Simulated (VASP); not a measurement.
# ZnO (P6_3mc) in VASP: notebook

The runs below take ZnO through relaxation of cell and atoms, with PBE.

Everything below comes from runs of VASP 6.6.1. Logs are shortened: lines on timing, memory, paths and dates and some standing lists are left out, and cuts for length are marked.

**1. The crystal as given**

The structure is hexagonal, space group P6_3mc (No. 186). The conventional cell has a = 3.249 Å, b = 3.249 Å, c = 5.206 Å, α = 90.00°, β = 90.00°, γ = 120.00°. Zn (site symmetry 3m) has 4 O at 1.97 to 1.98 Å as nearest neighbours. O (site symmetry 3m) is surrounded by 4 Zn at 1.97 to 1.98 Å.

**2. Relaxation of cell and atoms, PBE**

INCAR reads:

```
ALGO = Normal
EDIFF = 1E-7
EDIFFG = -0.002
ENCUT = 520
GGA = PE
IBRION = 2
ISIF = 3
ISMEAR = 0
KPAR = 4
LASPH = T
LCHARG = F
LREAL = F
LWAVE = F
NELM = 60
NSW = 80
PREC = Accurate
SIGMA = 0.02
```

KPOINTS reads:

```
k-points
0
Gamma
  12 12 6
```

POSCAR reads:

```
ZnO
1.0
    3.2493080000      0.0000000000      0.0000000000
   -1.6246540000      2.8139832700      0.0000000000
    0.0000000000      0.0000000000      5.2057090000
Zn O
2 2
Direct
    0.3333333300      0.6666666700      0.5000000000
    0.6666666700      0.3333333300      0.0000000000
    0.6666666700      0.3333333300      0.3790100000
    0.3333333300      0.6666666700      0.8790100000
```

Potentials or basis: VASP PAW PBE potentials, release 64 (Zn, O).

Started as:

```console
$ cat potpaw_PBE.64/Zn/POTCAR potpaw_PBE.64/O/POTCAR > POTCAR
$ mpirun -np 4 vasp_std > vasp.out
```

OUTCAR:

```text
EDIFF = 1E-7
   EDIFFG = -0.002
   ENCUT = 520
   GGA = PE
   IBRION = 2
   ISIF = 3
   ISMEAR = 0
   LASPH = T
   LREAL = F
   NELM = 60
   NSW = 80
   PREC = Accurate

 ion  position               nearest neighbor table
   1  0.333  0.667  0.500-   4 1.97   3 1.98   3 1.98   3 1.98
   2  0.667  0.333  0.000-   3 1.97   4 1.98   4 1.98   4 1.98
   3  0.667  0.333  0.379-   2 1.97   1 1.98   1 1.98   1 1.98
   4  0.333  0.667  0.879-   1 1.97   2 1.98   2 1.98   2 1.98

  LATTYP: Found a hexagonal cell.
 ALAT       =     3.2493080000
 C/A-ratio  =     1.6020977390

  Lattice vectors:

 A1 = (   3.2493080000,   0.0000000000,   0.0000000000)
 A2 = (  -1.6246540000,   2.8139832700,   0.0000000000)
 A3 = (   0.0000000000,   0.0000000000,   5.2057090000)

Analysis of symmetry for initial positions (statically):
=====================================================================
 Subroutine PRICEL returns:
 Original cell was already a primitive cell.

 Routine SETGRP: Setting up the symmetry group for a
 hexagonal supercell.

 Subroutine GETGRP returns: Found 12 space group operations
 (whereof  6 operations were pure point group operations)
 out of a pool of 24 trial point group operations.

The static configuration has the point symmetry C_3v.
 The point group associated with its full space group is C_6v.

Analysis of symmetry for dynamics (positions and initial velocities):
=====================================================================
 Subroutine PRICEL returns:
 Original cell was already a primitive cell.

 Routine SETGRP: Setting up the symmetry group for a
 hexagonal supercell.

 Subroutine GETGRP returns: Found 12 space group operations
 (whereof  6 operations were pure point group operations)
 out of a pool of 24 trial point group operations.

The dynamic configuration has the point symmetry C_3v.
 The point group associated with its full space group is C_6v.

 Subroutine INISYM returns: Found 12 space group operations
 (whereof  6 operations are pure point group operations),
 and found     1 'primitive' translations

----------------------------------------------------------------------------------------

                                     Primitive cell

  volume of cell :      47.5984

  direct lattice vectors                    reciprocal lattice vectors
     3.249308000  0.000000000  0.000000000     0.307757836  0.177684070  0.000000000
    -1.624654000  2.813983270  0.000000000     0.000000000  0.355368140  0.000000000
     0.000000000  0.000000000  5.205709000     0.000000000  0.000000000  0.192096792

  length of vectors
[... 112 lines left out ...]
   LHFCALC =     F    Hartree Fock is set to
   AEXX    =    0.0000 exact exchange contribution
   IVDW    =     0    specifies the selected vdW correction
   LEPSILON=     F    determine dielectric tensor
   LRPA    =     F    only Hartree local field effects (RPA)
 conjugate gradient relaxation of ions
 non-spin polarized calculation
 Gauss-broadening in eV      SIGMA  =   0.02
  energy-cutoff  :      520.00
  volume of cell :       47.60
 maximum number of plane-waves:      1302
   NGX = 13   NGY = 13   NGZ = 19

--------------------------------------- Ionic step        1  -------------------------------------------

 number of electron      36.0000017 magnetization

 Free energy of the ion-electron system (eV)
  ---------------------------------------------------
  ext. energy  EPLUGINS =         0.00000000
  ---------------------------------------------------
  free energy    TOTEN  =       -17.82239362 eV

  energy without entropy =      -17.82239362  energy(sigma->0) =      -17.82239362

------------------------ aborting loop because EDIFF is reached ----------------------------------------

  FORCE on cell =-STRESS in cart. coord.  units (eV):
  Direction    XX          YY          ZZ          XY          YZ          ZX
  --------------------------------------------------------------------------------------
  -------------------------------------------------------------------------------------
  Total        1.6093832      1.6093832      2.1334345      0.0000000      0.0000000      0.0000000
  in kB       54.1723602     54.1723601     71.8120986      0.0000000      0.0000000      0.0000000
  external PRESSURE =      60.0522730 kB  Pullay stress =       0.0000000 kB
[... 95 lines left out ...]
  FREE ENERGIE OF THE ION-ELECTRON SYSTEM (eV)
  ---------------------------------------------------
  free  energy   TOTEN  =       -17.8599503321 eV

  energy  without entropy=      -17.8599503321  energy(sigma->0) =      -17.85995033

[... ionic steps 4 to 8 ...]

--------------------------------------- Ionic step        9  -------------------------------------------

 number of electron      36.0000035 magnetization

------------------------ aborting loop because EDIFF is reached ----------------------------------------
[... 71 lines left out ...]
--------------------------------------- Ionic step       11  -------------------------------------------

 number of electron      36.0000037 magnetization

 Free energy of the ion-electron system (eV)
  ---------------------------------------------------
  ext. energy  EPLUGINS =         0.00000000
  ---------------------------------------------------
  free energy    TOTEN  =       -17.86008420 eV

  energy without entropy =      -17.86008420  energy(sigma->0) =      -17.86008420

 E-fermi :   0.9994     XC(G=0): -10.6911

 val. band max:        0.8382828805   @ k =   0.0000   0.0000   0.0000
 cond. band min:       1.5568291622   @ k =   0.0000   0.0000   0.0000
 fundamental gap:      0.7185462818
 Fermi energy:         0.9994350405

 k-point     1 :       0.0000    0.0000    0.0000
  band No.  band energies     occupation
      1     -16.9292      2.00000
      2     -16.2713      2.00000
      3      -4.6702      2.00000
      4      -4.6702      2.00000
      5      -4.6306      2.00000
      6      -4.4952      2.00000
[... 589 lines left out ...]
     21       8.9954      0.00000
     22       9.5442      0.00000

 [... further k-points ...]

------------------------ aborting loop because EDIFF is reached ----------------------------------------

  FORCE on cell =-STRESS in cart. coord.  units (eV):
  Direction    XX          YY          ZZ          XY          YZ          ZX
  --------------------------------------------------------------------------------------
  -------------------------------------------------------------------------------------
  Total       -0.0054200     -0.0054200      0.0025548      0.0000000      0.0000000      0.0000000
  in kB       -0.1749821     -0.1749821      0.0824823      0.0000000      0.0000000      0.0000000
  external PRESSURE =      -0.0891607 kB  Pullay stress =       0.0000000 kB
[... 19 lines left out ...]
  FREE ENERGIE OF THE ION-ELECTRON SYSTEM (eV)
  ---------------------------------------------------
  free  energy   TOTEN  =       -17.8600841977 eV

  energy  without entropy=      -17.8600841977  energy(sigma->0) =      -17.86008420

 reached required accuracy - stopping structural energy minimisation
```

It took 45 s on 4 MPI ranks of Intel Xeon 6975P-C (Granite Rapids), shared host; peak memory 0.21 GiB.

Results:

| Property | Result |
| --- | --- |
| Free energy | -17.8601 eV |
| Relaxed volume | 12.41 Å³/atom |
| Relaxed cell | a = 3.287 Å, b = 3.287 Å, c = 5.304 Å, α = 90.00°, β = 90.00°, γ = 120.00° |
| Space group after relaxing (to 0.05 Å) | P6_3mc (No. 186) |
| Energy gained by relaxing | 9.4 meV/atom |
| Ionic steps | 11 |
| Pressure after relaxing | 0.0 GPa |
| Band gap on the k mesh | 0.72 eV, direct |

Step by step:
```
step  energy change (eV)  largest force (eV/Å)  pressure (GPa)  volume (Å³)
   1              0.0000                0.0740            6.01        47.60
   2             -0.0277                0.0274           -2.75        50.74
   3             -0.0376                0.0007            0.01        49.63
   4             -0.0375                0.0017           -0.12        49.67
   5             -0.0376                0.0101            0.06        49.61
   6             -0.0376                0.0107            0.05        49.60
   7             -0.0376                0.0119            0.07        49.60
   8             -0.0376                0.0110            0.08        49.60
   9             -0.0377                0.0110            0.01        49.62
  10             -0.0377                0.0109           -0.03        49.64
  11             -0.0377                0.0007           -0.01        49.63
```

Final structure:
```xyz
4
Lattice="3.2869 0.0000 0.0000 -1.6435 2.8466 0.0000 0.0000 0.0000 5.3040" Properties=species:S:1:pos:R:3 pbc="T T T"
Zn    0.0000    1.8977    2.6516
Zn    1.6435    0.9489    5.3036
O     1.6435    0.9489    2.0106
O     0.0000    1.8977    4.6626
```

Levels at points of the mesh, in eV from the valence-band top:
| k point | band 15 | band 16 | band 17 | band 18 | band 19 | band 20 | band 21 | band 22 |
| --- | --- | --- | --- | --- | --- | --- | --- | --- |
| (0.00, 0.00, 0.00) | -0.75 | -0.08 | 0.00 | 0.00 | 0.72 | 5.07 | 8.05 | 12.69 |
| (0.50, 0.00, 0.00) | -2.70 | -2.12 | -1.22 | -0.79 | 5.60 | 6.81 | 7.52 | 8.22 |
| (0.00, 0.00, 0.50) | -0.37 | -0.37 | -0.37 | -0.37 | 3.35 | 3.35 | 9.89 | 9.89 |
| (0.50, 0.00, 0.50) | -1.42 | -1.42 | -1.30 | -1.30 | 5.63 | 5.63 | 8.19 | 8.19 |

A hybrid or GW would open this gap; PBE tends to underestimate it. PBE usually gives volumes a little too large and moduli too small.

**3. Relaxation of cell and atoms, PBE**

This run uses another cell than the first one, of 12.41 Å³/atom, 1.043 times its volume.

INCAR is that of step 2.

KPOINTS is that of step 2.

POSCAR reads:

```
ZnO                                     
1.0
    3.2869257827      0.0000000000      0.0000000000
   -1.6434628914      2.8465612254     -0.0000000000
    0.0000000000     -0.0000000000      5.3039786860
  Zn              O             
     2     2
Direct
     0.3333333300000021    0.6666666699999979    0.4999289961115619
     0.6666666699999979    0.3333333300000021    0.9999289961115619
     0.6666666699999979    0.3333333300000021    0.3790810038884390
     0.3333333300000021    0.6666666699999979    0.8790810038884390
```

Potentials or basis: VASP PAW PBE potentials, release 64 (Zn, O).

Started as:

```console
$ cat potpaw_PBE.64/Zn/POTCAR potpaw_PBE.64/O/POTCAR > POTCAR
$ mpirun -np 4 vasp_std > vasp.out
```

OUTCAR:

```text
EDIFF = 1E-7
   EDIFFG = -0.002
   ENCUT = 520
   GGA = PE
   IBRION = 2
   ISIF = 3
   ISMEAR = 0
   LASPH = T
   LREAL = F
   NELM = 60
   NSW = 80
   PREC = Accurate

 ion  position               nearest neighbor table
   1  0.333  0.667  0.500-   3 2.00   3 2.00   3 2.00   4 2.01
   2  0.667  0.333  1.000-   4 2.00   4 2.00   4 2.00   3 2.01
   3  0.667  0.333  0.379-   1 2.00   1 2.00   1 2.00   2 2.01
   4  0.333  0.667  0.879-   2 2.00   2 2.00   2 2.00   1 2.01

  LATTYP: Found a hexagonal cell.
 ALAT       =     3.2869257827
 C/A-ratio  =     1.6136593999

  Lattice vectors:

 A1 = (   3.2869257827,   0.0000000000,   0.0000000000)
 A2 = (  -1.6434628914,   2.8465612254,   0.0000000000)
 A3 = (   0.0000000000,   0.0000000000,   5.3039786860)

Analysis of symmetry for initial positions (statically):
=====================================================================
[... 264 lines left out ...]

  energy without entropy =      -17.86223420  energy(sigma->0) =      -17.86223420

 E-fermi :   0.9966     XC(G=0): -10.6894

 val. band max:        0.8354171146   @ k =   0.0000   0.0000   0.0000
 cond. band min:       1.5532976189   @ k =   0.0000   0.0000   0.0000
 fundamental gap:      0.7178805043
 Fermi energy:         0.9966020584

 k-point     1 :       0.0000    0.0000    0.0000
  band No.  band energies     occupation
      1     -16.9301      2.00000
      2     -16.2724      2.00000
      3      -4.6717      2.00000
      4      -4.6717      2.00000
      5      -4.6322      2.00000
      6      -4.4959      2.00000
[... 589 lines left out ...]
     21       8.9912      0.00000
     22       9.5400      0.00000

 [... further k-points ...]

------------------------ aborting loop because EDIFF is reached ----------------------------------------

  FORCE on cell =-STRESS in cart. coord.  units (eV):
  Direction    XX          YY          ZZ          XY          YZ          ZX
  --------------------------------------------------------------------------------------
  -------------------------------------------------------------------------------------
  Total       -0.0027639     -0.0027639      0.0076604      0.0000000      0.0000000      0.0000000
  in kB       -0.0892015     -0.0892015      0.2472320      0.0000000      0.0000000      0.0000000
  external PRESSURE =       0.0229430 kB  Pullay stress =       0.0000000 kB
[... 19 lines left out ...]
  FREE ENERGIE OF THE ION-ELECTRON SYSTEM (eV)
  ---------------------------------------------------
  free  energy   TOTEN  =       -17.8622342050 eV

  energy  without entropy=      -17.8622342050  energy(sigma->0) =      -17.86223420

 reached required accuracy - stopping structural energy minimisation
```

OSZICAR:

```text
N       E                     dE             d eps       ncg     rms          rms(c)
DAV:   1     0.287475915828E+03    0.28748E+03   -0.18884E+04  3360   0.235E+03
[... 24 lines left out ...]
       N       E                     dE             d eps       ncg     rms          rms(c)
DAV:   1    -0.178623859547E+02   -0.15937E-03   -0.23269E-03  3994   0.949E-01    0.906E-02
DAV:   2    -0.178622504264E+02    0.13553E-03   -0.53436E-04  4192   0.489E-01    0.323E-02
DAV:   3    -0.178622384265E+02    0.12000E-04   -0.90979E-06  4482   0.922E-02    0.182E-02
DAV:   4    -0.178622341945E+02    0.42321E-05   -0.58295E-06  5164   0.383E-02    0.188E-03
DAV:   5    -0.178622342498E+02   -0.55344E-07   -0.12464E-06  3488   0.112E-02    0.745E-04
DAV:   6    -0.178622342050E+02    0.44863E-07   -0.34727E-08  1690   0.525E-03
   3 F= -.17862234E+02 E0= -.17862234E+02  d E =-.258337E-05
```

CONTCAR:

```text
ZnO
   1.00000000000000
     3.2872343619151536   -0.0000000000000054    0.0000000000000000
    -1.6436171810075861    2.8468284628386247   -0.0000000000000000
     0.0000000000000000    0.0000000000000000    5.3047649378040047
  Zn              O
     2     2
Direct
     0.3333333300000021    0.6666666699999979    0.4999313125428457
     0.6666666699999979    0.3333333300000021    0.9999313125428456
     0.6666666699999979    0.3333333300000021    0.3790786874571553
     0.3333333300000021    0.6666666699999979    0.8790786874571553

  0.00000000E+00  0.00000000E+00  0.00000000E+00
  0.00000000E+00  0.00000000E+00  0.00000000E+00
  0.00000000E+00  0.00000000E+00  0.00000000E+00
  0.00000000E+00  0.00000000E+00  0.00000000E+00
```

It took 17 s on 4 MPI ranks of Intel Xeon 6975P-C (Granite Rapids), shared host; peak memory 0.2 GiB.

What came out:

```yaml
Free_energy: -17.8622 eV
Relaxed_volume: 12.41 Å³/atom
Relaxed_cell: a = 3.287 Å, b = 3.287 Å, c = 5.305 Å, α = 90.00°, β = 90.00°, γ = 120.00°
Space_group_after_relaxing_to_0.05_Å: P6_3mc (No. 186)
Energy_gained_by_relaxing: 0.0 meV/atom
Ionic_steps: 3
Pressure_after_relaxing: 0.0 GPa
Band_gap_on_the_k_mesh: 0.72 eV, direct
```

Final structure:
```
CELL_PARAMETERS angstrom
3.28723 0.00000 0.00000
-1.64362 2.84683 0.00000
0.00000 0.00000 5.30476
ATOMIC_POSITIONS crystal
Zn 0.33333 0.66667 0.49993
Zn 0.66667 0.33333 0.99993
O 0.66667 0.33333 0.37908
O 0.33333 0.66667 0.87908
```

Levels at points of the mesh, in eV from the valence-band top:
| k point | band 14 | band 15 | band 16 | band 17 | band 18 | band 19 | band 20 | band 21 | band 22 |
| --- | --- | --- | --- | --- | --- | --- | --- | --- | --- |
| (0.00, 0.00, 0.00) | -0.75 | -0.75 | -0.08 | 0.00 | 0.00 | 0.72 | 5.07 | 8.05 | 12.69 |
| (0.50, 0.00, 0.00) | -3.41 | -2.70 | -2.12 | -1.22 | -0.79 | 5.59 | 6.81 | 7.52 | 8.22 |
| (0.00, 0.00, 0.50) | -2.22 | -0.37 | -0.37 | -0.37 | -0.37 | 3.35 | 3.35 | 9.89 | 9.89 |
| (0.50, 0.00, 0.50) | -3.68 | -1.42 | -1.42 | -1.30 | -1.30 | 5.63 | 5.63 | 8.19 | 8.19 |
